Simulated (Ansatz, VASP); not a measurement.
**Ta: VASP beside Ansatz**

```
Ta
1.0
     2.70764    0.00000    0.00000
     0.00000    2.70764    0.00000
     0.00000    0.00000    2.70764
Ta
1
Direct
  0.00000 0.00000 0.00000
```

Alike in both runs: task single point; functional PBEsol; k mesh 13 × 13 × 13; occupations fermi-dirac, width 0.1 eV; no spin polarisation.

```csv
,VASP,Ansatz
version,VASP 6.6.1,Ansatz 0.2.0
potentials or method,"VASP PAW PBE potentials, release 64 (Ta_pv)","plane waves (420 eV) with PAW, scalar-relativistic"
plane-wave cutoff (eV),520,420
valence electrons in the cell,11,13
```

```tsv
	VASP	Ansatz	Ansatz less VASP
pressure (GPa)	0.1	-0.1	-0.19
```

The two sets of potentials don't hold the same shells in valence. Ansatz warned: «pseudo_functional_mismatch».

Caveats: the PAW data sets were made with another functional, which shifts forces and pressure a little (VASP). Spin-orbit coupling is left out, which matters for the levels of Ta.
